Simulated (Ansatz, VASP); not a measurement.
# CaSe: VASP beside Ansatz

The input INCAR:

```
SYSTEM = CaSe
  ALGO = Normal
  EDIFF = 1E-8
  ENCUT = 520
  GGA = PS
  ISIF = 2
  ISMEAR = -1
  LASPH = .TRUE.
  LCHARG = .FALSE.
  LEFG = .TRUE.
  LREAL = .FALSE.
  LWAVE = .FALSE.
  NBANDS = 15
  NELM = 100
  PREC = Accurate
  SIGMA = 0.03
```

Contents of KPOINTS:

```
k-points
0
G
  7 7 7
  0 0 0
```

File POSCAR:

```
CaSe
1.0
    0.0000000000      2.9702381052      2.9702381052
    2.9702381052      0.0000000000      2.9702381052
    2.9702381052      2.9702381052      0.0000000000
Ca Se
1 1
Direct
   -0.1050000000     -0.1050000000      0.1050000000
    0.6050000000      0.6050000000      0.3950000000
```

Input for Ansatz:

```yaml
crystal:
  lattice:
    - [0.0, 2.9702381052, 2.9702381052]
    - [2.9702381052, 0.0, 2.9702381052]
    - [2.9702381052, 2.9702381052, 0.0]
  atoms:
    - { symbol: Ca, position: [-0.105, -0.105, 0.105] }
    - { symbol: Se, position: [0.605, 0.605, 0.395] }
kpoints:
  mp_grid: { grid: [7, 7, 7] }
scf:
  occupations: { method: fermi_dirac, width: 0.03 }
hamiltonian:
  xc: pbesol
  pseudopotentials: { kind: all_electron, datasets: crystal }
output:
  forces: true
  stress: true
  eigenvalues: true
  efg: { contact_densities: true }
```

Change from the starting cell: shortest bond scaled by 0.58, crystal datasets.

Alike in both runs: task electric field gradients; functional PBEsol; k mesh 7 × 7 × 7; occupations fermi-dirac, width 0.03 eV; no spin polarisation.

|  | VASP | Ansatz |
| --- | --- | --- |
| version | VASP 6.6.1 | Ansatz 0.2.0 |
| potentials or method | VASP PAW PBE potentials, release 64 (Ca_sv, Se) | all-electron PAW with datasets made for the crystal, scalar-relativistic |
| plane-wave cutoff (eV) | 520 | see its input |

VASP gave:

- gap on the k mesh at the Fermi level (eV): 1.25
- pressure (GPa): 58.2
- largest component of the traceless stress (GPa): 124.99
- rms of the force components (eV/Å): 20.578
- Vzz of the field gradient on the site that differs most (V/Å²): -11.7

**Question.** Estimate Ansatz's values.

**Answer.** gap on the k mesh at the Fermi level (eV): 1.27; pressure (GPa): 57.6; largest component of the traceless stress (GPa): 123.71; rms of the force components (eV/Å): 20.371; Vzz of the field gradient on the site that differs most (V/Å²): 49.5.

Atom by atom the forces differ by 0.207 eV/Å (rms over components). One of these differences is far larger than is usual between the two programs; its cause wasn't traced. Ansatz ran all-electron here, so the differences hold the error of VASP's frozen core and of both bases.

Caveats: so large a pressure means that the cell lies far from this level's equilibrium, or that cutoff or potentials fall short (VASP); the potentials were made for another functional, which shifts forces and pressure (VASP); an odd mesh through Γ misses points on the zone boundary, where band edges often lie.
